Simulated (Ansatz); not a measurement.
# AlNi3: the cost of one run

Method: DFT, PBE, all-electron LAPW, scalar-relativistic, in Ansatz 0.2.0.

### Step 1. The starting structure

Symmetry: Pm-3m, No. 221, cubic system. Conventional cell: a = 3.523 Å, b = 3.523 Å, c = 3.523 Å, α = 90.00°, β = 90.00°, γ = 90.00°. Al (site symmetry m-3m) is surrounded by 12 Ni at 2.49 Å. Ni (site symmetry 4/mmm) has 4 Al at 2.49 Å and 8 Ni at 2.49 Å in its first shell of neighbours.

Coordinates:

```xyz
4
Lattice="3.5231 0.0000 0.0000 0.0000 3.5231 0.0000 0.0000 0.0000 3.5231" Properties=species:S:1:pos:R:3 pbc="T T T"
Al    0.0000    0.0000    0.0000
Ni    0.0000    1.7615    1.7615
Ni    1.7615    0.0000    1.7615
Ni    1.7615    1.7615    0.0000
```

Atoms are numbered in the order of the input: Al1, Ni2, Ni3, Ni4.

### Step 2. Free moments, LAPW

Input file input.yaml:

```yaml
crystal:
  lattice:
    - [3.5230547267, 0.0, 0.0]
    - [0.0, 3.5230547267, 0.0]
    - [0.0, 0.0, 3.5230547267]
  atoms:
    - { symbol: Al, position: [0.0, 0.0, 0.0] }
    - { symbol: Ni, position: [0.0, 0.5, 0.5], spin: 0.3 }
    - { symbol: Ni, position: [0.5, 0.0, 0.5], spin: 0.3 }
    - { symbol: Ni, position: [0.5, 0.5, 0.0], spin: 0.3 }
magnetization:
  spin_polarized: true
kpoints:
  mp_grid: { grid: [10, 10, 10] }
scf:
  occupations: { method: fermi_dirac, width: 0.03 }
  lower_state_search: "off"
hamiltonian:
  xc: pbe
  pseudopotentials: { kind: all_electron, lapw: { basis_error: 0.001 } }
output:
  forces: true
  stress: true
  eigenvalues: false
  populations: true
  dos: { projected: true, de: 0.1, e_range: [-8, 5] }
```

On the command line:

```
$ ansatz run input.yaml --threads 2 --pin off --max-ram 6144MiB --backend cpu --events-out ev --progress --plain --runs-dir out
```

**Question.** How long does this run take on 2 threads of Arm Neoverse V1, shared host, and how much memory does it need?

About 59 s, with a peak of 0.82 GiB.
